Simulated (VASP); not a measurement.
# Li: band structure with r2SCAN

The system is Li.

```
Li
1.0
     5.33444    0.00000    0.00000
     0.00000    5.33444    0.00000
     0.00000    0.00000    2.80265
Li
3
Cartesian
  2.6672 0.0000 1.4013
  0.0000 2.6672 1.4013
  2.6672 2.6672 1.4013
```

The cell was built by a generator and needn't be a form met in nature.

```json
{
  "Program": "VASP 6.6.1",
  "Task": "band structure",
  "Functional": "r2SCAN",
  "Potentials or basis": "VASP PAW PBE potentials, release 64 (Li_sv)",
  "Cutoff": "520 eV",
  "k mesh": "5 × 5 × 9",
  "Occupations": "fermi-dirac, width 0.05 eV",
  "Spin": "no spin polarisation",
  "Further INCAR settings": "ALGO = Normal; EDIFF = 1e-07; NBANDS = 12"
}
```

The band gap along the path is none (metal or under the smearing width).

Levels at the corners of the path, in eV from the Fermi level:
| point | band 2 | band 3 | band 4 | band 5 | band 6 | band 7 |
| --- | --- | --- | --- | --- | --- | --- |
| Γ | -48.88 | -48.26 | -3.31 | 0.03 | 0.03 | 2.79 |
| X | -48.89 | -48.26 | -2.44 | -1.96 | 0.68 | 2.68 |
| X | -48.89 | -48.26 | -2.44 | -1.96 | 0.68 | 2.68 |
| M | -48.89 | -48.26 | -1.72 | -1.00 | -1.00 | -0.28 |
| M | -48.89 | -48.26 | -1.72 | -1.00 | -1.00 | -0.28 |
| Γ | -48.88 | -48.26 | -3.31 | 0.03 | 0.03 | 2.79 |
| Γ | -48.88 | -48.26 | -3.31 | 0.03 | 0.03 | 2.79 |
| Z | -48.87 | -48.24 | -0.43 | 2.43 | 3.56 | 4.02 |
| Z | -48.87 | -48.24 | -0.43 | 2.43 | 3.56 | 4.02 |
| R | -48.87 | -48.24 | 0.41 | 1.58 | 3.05 | 3.14 |
| R | -48.87 | -48.24 | 0.41 | 1.58 | 3.05 | 3.14 |
| A | -48.87 | -48.24 | 1.64 | 1.94 | 1.94 | 3.27 |
| A | -48.87 | -48.24 | 1.64 | 1.94 | 1.94 | 3.27 |
| Z | -48.87 | -48.24 | -0.43 | 2.43 | 3.56 | 4.02 |
| X | -48.89 | -48.26 | -2.44 | -1.96 | 0.68 | 2.68 |
| R | -48.87 | -48.24 | 0.41 | 1.58 | 3.05 | 3.14 |
| M | -48.89 | -48.26 | -1.72 | -1.00 | -1.00 | -0.28 |
| A | -48.87 | -48.24 | 1.64 | 1.94 | 1.94 | 3.27 |

Wall time 3.7 min on 1 thread of AMD EPYC 9R45 96-Core Processor (Zen 5) (shared host), peak memory 0.17 GiB.
